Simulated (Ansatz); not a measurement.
**Photoemission of C(111) with F on 25 % of the top atoms and H on the rest**

Wanted: the XPS lines and the band structure of C(111) with F on 25 % of the top atoms and H on the rest.

Program: Ansatz 0.2.0. Level of theory: DFT, PBE, plane-wave PAW, default files, scalar-relativistic. Results are calculated unless marked as measured.

## (1) Starting point

The cell holds 32 atoms: 1 F, 7 H and 24 C. Cell: a = 5.044 Å, b = 5.044 Å, c = 21.024 Å, α = 90.0°, β = 90.0°, γ = 60.0°. It derives from C. How the cell was made: terminated face; group: F; share of top atoms: 0.25; rest: H; oxygen in back bonds: 0; lower face: H. Regions: ad, 4 atoms (1 F and 3 H); L1, 4 atoms (4 C); L2, 4 atoms (4 C); L3, 4 atoms (4 C); mid, 4 atoms (4 C); rest, 12 atoms (8 C and 4 H). Vacuum lies along c.

## (2) Layer-resolved bands, DOS and potential

This is the main run. States are solved along the surface zone's path and weighed by where they lie along the normal, since photoemission sees the top layers. The cell holds 4 small cells, so the bands are unfolded.

input.yaml reads:

```yaml
crystal:
  lattice:
    - [5.044499777, 0.0, 0.0]
    - [2.5222498885, 4.3686649563, 0.0]
    - [0.0, 0.0, 21.0236689229]
  atoms:
    - { symbol: F, position: [0.0, 0.0, 0.6725547364] }
    - { symbol: H, position: [0.4996798951, 0.0006402098, 0.6581028736] }
    - { symbol: H, position: [0.0006402098, 0.4996798951, 0.6581028736] }
    - { symbol: H, position: [0.4996798951, 0.4996798951, 0.6581028736] }
    - { symbol: C, position: [0.0, 0.0, 0.6046737971] }
    - { symbol: C, position: [0.4995483413, 0.0009033174, 0.6057007744] }
    - { symbol: C, position: [0.0009033174, 0.4995483413, 0.6057007744] }
    - { symbol: C, position: [0.4995483413, 0.4995483413, 0.6057007744] }
    - { symbol: C, position: [0.8328056718, 0.3343886563, 0.5821979469] }
    - { symbol: C, position: [0.3333333333, 0.3333333333, 0.5820732287] }
    - { symbol: C, position: [0.8328056718, 0.8328056718, 0.5821979469] }
    - { symbol: C, position: [0.3343886563, 0.8328056718, 0.5821979469] }
    - { symbol: C, position: [0.8335448573, 0.3329102855, 0.5082586977] }
    - { symbol: C, position: [0.3333333333, 0.3333333333, 0.5083104007] }
    - { symbol: C, position: [0.8335448573, 0.8335448573, 0.5082586977] }
    - { symbol: C, position: [0.3329102855, 0.8335448573, 0.5082586977] }
    - { symbol: C, position: [0.1667264958, 0.1667264958, 0.483760461] }
    - { symbol: C, position: [0.6665470084, 0.1667264958, 0.483760461] }
    - { symbol: C, position: [0.1667264958, 0.6665470084, 0.483760461] }
    - { symbol: C, position: [0.6666666667, 0.6666666667, 0.4838888493] }
    - { symbol: C, position: [0.1666666667, 0.1666666667, 0.410244859] }
    - { symbol: C, position: [0.6666666667, 0.1666666667, 0.410244859] }
    - { symbol: C, position: [0.1666666667, 0.6666666667, 0.410244859] }
    - { symbol: C, position: [0.6666666667, 0.6666666667, 0.410244859] }
    - { symbol: C, position: [0.0, 0.0, 0.385755694] }
    - { symbol: C, position: [0.5, 0.0, 0.385755694] }
    - { symbol: C, position: [0.0, 0.5, 0.385755694] }
    - { symbol: C, position: [0.5, 0.5, 0.385755694] }
    - { symbol: H, position: [0.0, 0.0, 0.332958059] }
    - { symbol: H, position: [0.5, 0.0, 0.332958059] }
    - { symbol: H, position: [0.0, 0.5, 0.332958059] }
    - { symbol: H, position: [0.5, 0.5, 0.332958059] }
kpoints:
  mp_grid: { grid: [6, 6, 1] }
scf:
  occupations: { method: fermi_dirac, width: 0.02 }
  n_extra_bands: 23
hamiltonian:
  xc: pbe
  pseudopotentials: { kind: paw }
output:
  forces: true
  write_potential: true
  volumetric_format: []
  efg: { contact_densities: true }
  dos:
    projected:
      site_lists:
        adsorbate: [0, 1, 2, 3]
        layer_1: [4, 5, 6, 7]
        layer_2: [8, 9, 10, 11]
        layer_3: [12, 13, 14, 15]
        middle: [16, 17, 18, 19]
        other_layers: [20, 21, 22, 23, 24, 25, 26, 27, 28, 29, 30, 31]
    de: 0.05
    e_range: [-30, 12]
    method: { smearing: { sigma: 0.12, scheme: gaussian } }
  eigenstates:
    kpoints:
      - [0.33333333, -0.33333333, 0.0]
      - [0.25, -0.375, 0.0]
      - [0.16666667, -0.41666667, 0.0]
      - [0.08333333, -0.45833333, 0.0]
      - [0.0, 0.5, 0.0]
      - [-0.08333333, 0.45833333, 0.0]
      # [... 29 more points ...]
      - [0.25, 0.5, 0.0]
      - [0.29166667, -0.41666667, 0.0]
    e_range: [-8.0, 6.0]
    unfold:
      supercell_matrix: [[2, 0, 0], [0, 2, 0], [0, 0, 1]]
      layers:
        axis: 3
        edges: [0.142696, 0.439015, 0.439115, 0.561362, 0.561462, 0.862814]
efield:
  axis: 3
  dipole_correction: true
```

Command:

```sh
$ ansatz run input.yaml --threads 4 --pin off --max-ram 8192MiB --backend cpu --events-out ev --progress --plain --runs-dir out
```

Numbers of over 12 decimals in the logs are rounded to 6 here.

What it wrote:

```text
scf.n_extra_bands = 23 over 55 filled bands (N_el = 110.0): the run solves 78 bands
Engine: ansatz 0.2.0, x86_64-unknown-linux-gnu
Pseudopotentials: kind: paw
Pseudopotential: F, paw, valence charge 7, recommended cutoff 420 eV (normal), F.paw.azcp
Pseudopotential: H, paw, valence charge 1, recommended cutoff 420 eV (normal), H.paw.azcp
Pseudopotential: C, paw, valence charge 4, recommended cutoff 420 eV (normal), C.paw.azcp
Functional definition: PBE
  parameter kappa = 0.804
  parameter beta = 0.066725
  exchange = pbe_x(kappa = kappa, mu = beta*pi^2/3)
  correlation = pbe_c(beta = beta)
Crystal: 32 atoms, lattice volume = 463.314 Å³
Basis set: ecut = 420 eV, 9137 PW (Γ), exchange–correlation on 72×72×288 points (8 copies of the dense FFT grid, shifted against one another)
Bands: 78, of which v1, the nominal top of the filled ones, is band 55 counted from 1 (54 counted from 0)
Symmetry: 6 space group operations
Space group: P3m1 (ITA 156), of the structure as read, at distance tolerance 7.7e-5 Å
k-points: 7 of 36 (time reversal used)
Non-local potential: F, projectors of the file, l = 0: 2, l = 1: 2, l = 2: 1
Non-local potential: H, projectors of the file, l = 0: 2, l = 1: 1
Non-local potential: C, projectors of the file, l = 0: 2, l = 1: 2, l = 2: 1
PAW form: soft (Blöchl's): semilocal exchange-correlation on the pseudo side does not see the compensation charge
PAW one-centre angular grid: F, 110 points (default); XC on 64 Gauss nodes
PAW one-centre angular grid: H, 110 points (default); XC on 64 Gauss nodes
PAW one-centre angular grid: C, 110 points (default); XC on 64 Gauss nodes
Initial density: superposition of atomic densities (neutral atoms: chi_scale 0, normalization atom), corrected by the library's trained network
Initial wavefunctions: pseudopotential atomic-orbital guess
Functional: x = pbe(κ = 0.804, μ = 0.219515), c = pbe(β = 0.066725)
SCF iter   1: F=—  HF=-6940.660709 eV  |F-HF|=—  |Δ(HF+E_count)|=         —  Δρ=2.96e-3  dr2=1.64e-1  ethr=1.77e-3  p=-0.060 e·Å  D=-2.35e-2 V/Å  ΔV_dip=0.49 eV  dr2_dipole=2.70e-2  V_vac-E_F(+/−)=3.42/2.93 eV  ⟨swp⟩=15.6  Hψ=4351  notcnv=0  defer=50
efield: sawtooth ramp at fractional position 0.9528 (placed from the atoms, in the widest stretch of the axis that holds none; the zero of the levels goes with the place), width 0.1000; the density the first Hamiltonian is built on has a dipole p = -0.060 e·Å; the dipole correction subtracts the counter field D = -2.35e-2 V/Å, which shifts the + side's vacuum level by +0.49 eV against the − side's; the planar-averaged density in the ramp window peaks in size at 1.3e-4 e/Å³
preconditioner: auto → Resta (q_TF=auto, 2.147 Å⁻¹)  ε∞=2.4  [insulator: Δε(μ)=3.422 eV  Ē_g=15.560 eV  σ=0.020 eV  W_gap=1.00  n_scr=80 (ndim 8)  ℏωp=18.1 eV  f_vac=0.570  D(μ)=0.00/eV (n_scr^D=0)  ε∞_Penn≈2.4  vacuum switching on, ρ_ref=1.8e-2 e/Å³]
SCF iter   2: F=—  HF=-6940.632712 eV  |F-HF|=—  |Δ(HF+E_count)|=   2.80e-2  Δρ=2.32e-3  dr2=1.98e-2  ethr=1.49e-4  p=-0.155 e·Å  D=-6.04e-2 V/Å  ΔV_dip=1.27 eV  dr2_dipole=5.88e-4  V_vac-E_F(+/−)=3.73/2.46 eV  ⟨swp⟩=3.6  Hψ=938  notcnv=0  defer=120
SCF iter   3: F=—  HF=-6940.632783 eV  |F-HF|=—  |Δ(HF+E_count)|=   7.18e-5  Δρ=1.12e-3  dr2=4.45e-3  ethr=1.80e-5  p=-0.149 e·Å  D=-5.81e-2 V/Å  ΔV_dip=1.22 eV  dr2_dipole=1.18e-4  V_vac-E_F(+/−)=3.61/2.39 eV  ⟨swp⟩=3.0  Hψ=720  notcnv=0  defer=120
SCF iter   4: F=—  HF=-6940.633696 eV  |F-HF|=—  |Δ(HF+E_count)|=   9.12e-4  Δρ=1.75e-4  dr2=3.01e-4  ethr=4.05e-6  p=-0.165 e·Å  D=-6.44e-2 V/Å  ΔV_dip=1.35 eV  dr2_dipole=3.29e-5  V_vac-E_F(+/−)=3.60/2.24 eV  ⟨swp⟩=3.9  Hψ=838  notcnv=0  defer=120
SCF iter   5: F=—  HF=-6940.633658 eV  |F-HF|=—  |Δ(HF+E_count)|=   3.82e-5  Δρ=8.01e-5  dr2=2.45e-5  ethr=2.73e-7  p=-0.162 e·Å  D=-6.34e-2 V/Å  ΔV_dip=1.33 eV  dr2_dipole=1.60e-6  V_vac-E_F(+/−)=3.57/2.24 eV  ⟨swp⟩=2.9  Hψ=861  notcnv=0  defer=120
SCF iter   6: F=—  HF=-6940.633758 eV  |F-HF|=—  |Δ(HF+E_count)|=   1.01e-4  Δρ=5.51e-5  dr2=9.49e-6  ethr=2.22e-8  p=-0.163 e·Å  D=-6.37e-2 V/Å  ΔV_dip=1.34 eV  dr2_dipole=5.59e-7  V_vac-E_F(+/−)=3.58/2.24 eV  ⟨swp⟩=2.4  Hψ=963  notcnv=0  defer=120
SCF iter   7: F=—  HF=-6940.633757 eV  |F-HF|=—  |Δ(HF+E_count)|=   1.54e-6  Δρ=9.33e-6  dr2=2.79e-7  ethr=8.63e-9  p=-0.163 e·Å  D=-6.36e-2 V/Å  ΔV_dip=1.34 eV  dr2_dipole=4.33e-9  V_vac-E_F(+/−)=3.58/2.24 eV  ⟨swp⟩=2.0  Hψ=806  notcnv=0  defer=120
SCF iter   8: F=-6940.633757 eV  HF=-6940.633757 eV  |F-HF|=1.34e-8  |Δ(HF+E_count)|=   6.07e-9  Δρ=3.50e-6  dr2=3.45e-8  ethr=9.09e-11  p=-0.163 e·Å  D=-6.36e-2 V/Å  ΔV_dip=1.34 eV  dr2_dipole=5.85e-10  V_vac-E_F(+/−)=3.58/2.24 eV  ⟨swp⟩=31.4  Hψ=6396  notcnv=0
SCF 1 converged in 8 iterations: F = -6940.633757 eV  dr2 = 3.45e-8
  greatest PAW one-centre occupation: 0.931 electrons in one spin orbital (limit 2), on the F atom at site 0 (counted from 0), in its partial waves of l = 0
NSCF: frozen V_eff on 37 k-points
efield: sawtooth ramp at fractional position 0.9528 (kept from the solve that this one continues, or follows in the run), width 0.1000; the density the first Hamiltonian is built on has a dipole p = -0.163 e·Å; the dipole correction subtracts the counter field D = -6.36e-2 V/Å, which shifts the + side's vacuum level by +1.34 eV against the − side's; the planar-averaged density in the ramp window peaks in size at 6.1e-6 e/Å³
WARN: The output density's exchange-correlation potential varies sharply where the density is thin. Do not read a vacuum level from v_tot or v_xc, or from such a field of the output density. On a cell that repeats whose density bears no net charge and no dipole along the vacuum's axis use v_es (v_loc + v_h of the components); under efield.dipole_correction with no amplitude use v_es + v_field, which holds any externa [...]
SCF converged after 8 iterations
Free energy (F): -6940.633757 eV
Harris-Foulkes:  -6940.633757 eV  (|F-HF|=1.34e-8)
Internal energy: -6940.633757 eV  (E = F + TS)
E sigma→0 (E₀):  -6940.633757 eV
Fermi energy:    2.579327 eV
Dipole field:    D = -0.063587 V/Å  (p = -0.162809 e·Å, saw-weighted, corrected)
Work function:   Φ+ = 3.5759 eV   Φ− = 2.2390 eV
Levels:          The Fermi level and band energies are counted from a zero that moves with the ramp; work functions are not
--- Per-component energies (eV) ---
  E_band       = -810.202129
  E_kinetic    = 2510.986795
  E_local      = -78607.062625  (includes V_loc(G=0)·N_el)
  E_nonlocal   = 725.728243
  E_hartree    = 38210.825730
  E_xc         = -1309.456032
  E_vxc        = -1631.272560  (∫ρ·V_xc dr)
  E_paw        = -2585.645106  (= ΣΔE_a)
  E_vpaw       = -230.655638  (= ΣTr[D̂ρ^β])
  E_aug_tail   = -0.007178  (compensation charges beyond the density's cutoff)
  E_efield     = 0.005176  (sawtooth field / dipole correction)
  E_vefield    = 0.440314  (∫n·V_field dr)
  E_ewald      = 34113.991241
  E_smearing   = -0.000000  (= −TS)
  E_closure    = 0.000000  (closes the sum)
  Σ components = -6940.633757   (vs F -6940.633757, Δ=0.00e0)
--- Forces (eV/Å), atoms counted from 1 ---
  atom   1  F      0.00000000     0.00000000     0.00041784
  atom   2  H      0.00000000     0.00039711    -0.00017257
  atom   3  H      0.00034391    -0.00019856    -0.00017257
  atom   4  H     -0.00034391    -0.00019856    -0.00017257
  atom   5  C     -0.00000000    -0.00000000    -0.00094308
  atom   6  C      0.00000000     0.00000411    -0.00028914
  atom   7  C      0.00000356    -0.00000206    -0.00028914
  atom   8  C     -0.00000356    -0.00000206    -0.00028914
  atom   9  C      0.00000000     0.00005276     0.00027404
  atom  10  C      0.00000000     0.00000000    -0.00028095
  atom  11  C     -0.00004569    -0.00002638     0.00027404
  atom  12  C      0.00004569    -0.00002638     0.00027404
  atom  13  C     -0.00000000    -0.00084012    -0.00033391
  atom  14  C      0.00000000    -0.00000000     0.00023700
  atom  15  C      0.00072757     0.00042006    -0.00033391
  atom  16  C     -0.00072757     0.00042006    -0.00033391
  atom  17  C      0.00013820     0.00007979    -0.00025807
  atom  18  C     -0.00013820     0.00007979    -0.00025807
  atom  19  C     -0.00000000    -0.00015958    -0.00025807
  atom  20  C     -0.00000000     0.00000000     0.00139069
  atom  21  C     -0.00458709    -0.00264836    -0.89929373
  atom  22  C      0.00458709    -0.00264836    -0.89929373
  atom  23  C     -0.00000000     0.00529672    -0.89929373
  atom  24  C     -0.00000000    -0.00000000    -0.86013698
  atom  25  C      0.00000000     0.00000000     0.76951616
  atom  26  C      0.00000000     0.00186220     0.78023650
  atom  27  C      0.00161272    -0.00093110     0.78023650
  atom  28  C     -0.00161272    -0.00093110     0.78023650
  atom  29  H      0.00000000    -0.00000000     0.11148595
  atom  30  H      0.00000000    -0.00153699     0.11273931
  atom  31  H     -0.00133107     0.00076849     0.11273931
  atom  32  H      0.00133107     0.00076849     0.11273931
  max |Σ_I F_I| component: 3.94e-4 eV/Å
--- PAW observables at the nuclei: V_zz in 10²¹ V/m², potentials from the cell's mean, atoms counted from 1 ---
  atom   1  F  V_zz =   +27.006894   η = 0.0000   by run symmetry: allowed
            electrostatic potential = -730.771558 V   contact ρ = 3128.900419 e/Å³
  atom   2  H  V_zz =    +2.578946   η = 0.0190   by run symmetry: allowed
            electrostatic potential = -36.077349 V   contact ρ = 3.291299 e/Å³
  atom   3  H  V_zz =    +2.578946   η = 0.0190   by run symmetry: allowed
            electrostatic potential = -36.077349 V   contact ρ = 3.291299 e/Å³
  atom   4  H  V_zz =    +2.578946   η = 0.0190   by run symmetry: allowed
            electrostatic potential = -36.077349 V   contact ρ = 3.291299 e/Å³
  atom   5  C  V_zz =    +5.324037   η = 0.0000   by run symmetry: allowed
            electrostatic potential = -405.617990 V   contact ρ = 866.981185 e/Å³
  atom   6  C  V_zz =    -0.512628   η = 0.3869   by run symmetry: allowed
            electrostatic potential = -407.664548 V   contact ρ = 866.390391 e/Å³
  atom   7  C  V_zz =    -0.512628   η = 0.3869   by run symmetry: allowed
            electrostatic potential = -407.664548 V   contact ρ = 866.390391 e/Å³
  atom   8  C  V_zz =    -0.512628   η = 0.3869   by run symmetry: allowed
            electrostatic potential = -407.664548 V   contact ρ = 866.390391 e/Å³
  atom   9  C  V_zz =    -0.211832   η = 0.5591   by run symmetry: allowed
            electrostatic potential = -407.242657 V   contact ρ = 866.319719 e/Å³
  atom  10  C  V_zz =    +0.165534   η = 0.0000   by run symmetry: allowed
            electrostatic potential = -407.349833 V   contact ρ = 866.225157 e/Å³
  atom  11  C  V_zz =    -0.211832   η = 0.5591   by run symmetry: allowed
            electrostatic potential = -407.242657 V   contact ρ = 866.319719 e/Å³
  atom  12  C  V_zz =    -0.211832   η = 0.5591   by run symmetry: allowed
            electrostatic potential = -407.242657 V   contact ρ = 866.319719 e/Å³
  atom  13  C  V_zz =    +0.153536   η = 0.2138   by run symmetry: allowed
            electrostatic potential = -407.180552 V   contact ρ = 866.348985 e/Å³
  atom  14  C  V_zz =    -0.118579   η = 0.0000   by run symmetry: allowed
            electrostatic potential = -407.272558 V   contact ρ = 866.329160 e/Å³
  atom  15  C  V_zz =    +0.153536   η = 0.2138   by run symmetry: allowed
            electrostatic potential = -407.180552 V   contact ρ = 866.348985 e/Å³
  atom  16  C  V_zz =    +0.153536   η = 0.2138   by run symmetry: allowed
            electrostatic potential = -407.180552 V   contact ρ = 866.348985 e/Å³
  atom  17  C  V_zz =    +0.053679   η = 0.9303   by run symmetry: allowed
            electrostatic potential = -407.223103 V   contact ρ = 866.324527 e/Å³
  atom  18  C  V_zz =    +0.053679   η = 0.9303   by run symmetry: allowed
            electrostatic potential = -407.223103 V   contact ρ = 866.324527 e/Å³
  atom  19  C  V_zz =    +0.053679   η = 0.9303   by run symmetry: allowed
            electrostatic potential = -407.223103 V   contact ρ = 866.324527 e/Å³
  atom  20  C  V_zz =    +0.045530   η = 0.0000   by run symmetry: allowed
            electrostatic potential = -407.171866 V   contact ρ = 866.327166 e/Å³
  atom  21  C  V_zz =    +0.085839   η = 0.0302   by run symmetry: allowed
            electrostatic potential = -407.241199 V   contact ρ = 866.251607 e/Å³
  atom  22  C  V_zz =    +0.085839   η = 0.0302   by run symmetry: allowed
            electrostatic potential = -407.241199 V   contact ρ = 866.251607 e/Å³
  atom  23  C  V_zz =    +0.085839   η = 0.0302   by run symmetry: allowed
            electrostatic potential = -407.241199 V   contact ρ = 866.251607 e/Å³
  atom  24  C  V_zz =    +0.127883   η = 0.0000   by run symmetry: allowed
            electrostatic potential = -407.225407 V   contact ρ = 866.254900 e/Å³
  atom  25  C  V_zz =    +0.228065   η = 0.0000   by run symmetry: allowed
            electrostatic potential = -407.486170 V   contact ρ = 866.511600 e/Å³
  atom  26  C  V_zz =    +0.224710   η = 0.0521   by run symmetry: allowed
            electrostatic potential = -407.481284 V   contact ρ = 866.512038 e/Å³
  atom  27  C  V_zz =    +0.224710   η = 0.0521   by run symmetry: allowed
            electrostatic potential = -407.481284 V   contact ρ = 866.512038 e/Å³
  atom  28  C  V_zz =    +0.224710   η = 0.0521   by run symmetry: allowed
            electrostatic potential = -407.481284 V   contact ρ = 866.512038 e/Å³
  atom  29  H  V_zz =    +2.527835   η = 0.0000   by run symmetry: allowed
            electrostatic potential = -35.678551 V   contact ρ = 3.285440 e/Å³
  atom  30  H  V_zz =    +2.528073   η = 0.0001   by run symmetry: allowed
            electrostatic potential = -35.674131 V   contact ρ = 3.285204 e/Å³
  atom  31  H  V_zz =    +2.528073   η = 0.0001   by run symmetry: allowed
            electrostatic potential = -35.674131 V   contact ρ = 3.285204 e/Å³
  atom  32  H  V_zz =    +2.528073   η = 0.0001   by run symmetry: allowed
            electrostatic potential = -35.674131 V   contact ρ = 3.285204 e/Å³
--- Band table (eV; the first three rows and the last of 7) ---
  k-point 0: bands = [... 51 lower, 0.0873, 0.0873, 1.1255, 1.1255, 4.0193, 5.1525, 5.5894, 6.3413, ... 19 higher]
  k-point 1: bands = [... 51 lower, -0.3621, -0.2186, 0.4163, 0.8683, 4.1859, 5.3279, 5.7800, 6.3592, ... 19 higher]
  k-point 2: bands = [... 51 lower, -1.1828, -0.9414, -0.4551, 0.2186, 4.6698, 5.7567, 6.2322, 6.3670, ... 19 higher]
  k-point 6: bands = [... 51 lower, -2.1415, -0.8918, -0.6511, -0.5749, 5.9569, 5.9596, 5.9600, 6.6830, ... 19 higher]
```

The job ended after 55 s (4 threads of Intel Xeon at 2.80GHz (Skylake/Cascade Lake), shared host; peak memory 1.7 GiB; 3.4 min of CPU time).

The column dr2 measures how far the density is from self-consistency, as an energy; F and HF (Harris–Foulkes) agree once it is small.

Numbers from this step:

```yaml
free_energy: -6940.6338 eV
fermi_energy: 2.579 eV
symmetry_operations: 6
gap_on_the_k_mesh: 2.894 eV
zero_of_energy: valence-band maximum
share_of_occupied_states_in_no_projected_shell: 0.0039 of the occupied states in the window
ionisation_potential_upper_face: 5.029 eV
upper_vacuum_level_less_the_lowest_empty_level_kohn_sham_affinity: 2.135 eV
ionisation_potential_lower_face: 3.693 eV
```

A(k,E), total over k along the path and E. Zero: valence-band maximum.

Values in eV⁻¹, 12 rows by 16 columns, each cell a mean:
```
0.67 0.83 0.67 1.21 1.63 1.84 2.38 1.97 1.39 1.47 1.40 1.45 1.21 1.02 0.76 0.70
0.24 0.22 0.69 0.93 1.37 1.18 1.22 1.22 1.34 1.43 1.20 0.98 1.09 0.45 0.19 0.24
0.03 0.04 0.06 0.55 0.77 1.16 1.34 1.32 0.89 0.87 0.53 0.22 0.15 0.10 0.07 0.03
0.01 0.01 0.02 0.05 0.44 0.83 0.85 0.85 0.77 0.18 0.05 0.04 0.04 0.02 0.01 0.01
0.01 0.01 0.01 0.02 0.05 0.11 0.22 0.17 0.08 0.04 0.03 0.02 0.02 0.01 0.01 0.01
0.01 0.01 0.01 0.02 0.04 0.09 0.18 0.14 0.07 0.04 0.02 0.02 0.02 0.01 0.01 0.01
0.01 0.01 0.02 0.04 0.11 0.81 1.66 1.42 0.42 0.07 0.04 0.03 0.03 0.02 0.01 0.01
0.03 0.04 0.08 0.43 1.01 2.11 2.47 2.38 1.71 0.91 0.17 0.09 0.07 0.06 0.04 0.03
0.08 0.15 0.66 0.62 1.58 1.92 1.60 1.76 1.80 1.35 1.45 1.11 0.75 0.33 0.13 0.08
0.47 0.87 0.61 1.49 1.64 1.05 0.23 0.42 1.45 1.42 1.11 1.19 1.32 1.35 0.87 0.45
1.92 1.28 1.52 1.82 1.85 0.97 0.81 0.83 1.35 1.72 1.69 1.48 1.39 1.26 1.27 1.90
1.05 1.02 1.38 1.18 0.85 0.24 0.23 0.24 0.39 0.93 0.79 1.15 1.27 1.44 1.58 1.14
```
Columns: k along the path (Å⁻¹) from 0 to 3.93; rows upwards: E (eV) from -6.25 to 7.15.

(Continued in part 2 of 3.)

[Logs are printed without paths, hosts, clocks, repeated set-up lines and the standing remarks that a program may print on its own settings, such as how far it seeks lower states.]

[Hosts, paths, dates, database ids (printed as entryN), source tags and the programs' standing remarks are cut or masked in the printed files.]

[Maps of the electrostatic potential energy from Ansatz leave out the sawtooth potential of an applied field or a dipole correction, so their vacuum need not be flat; work functions include it.]
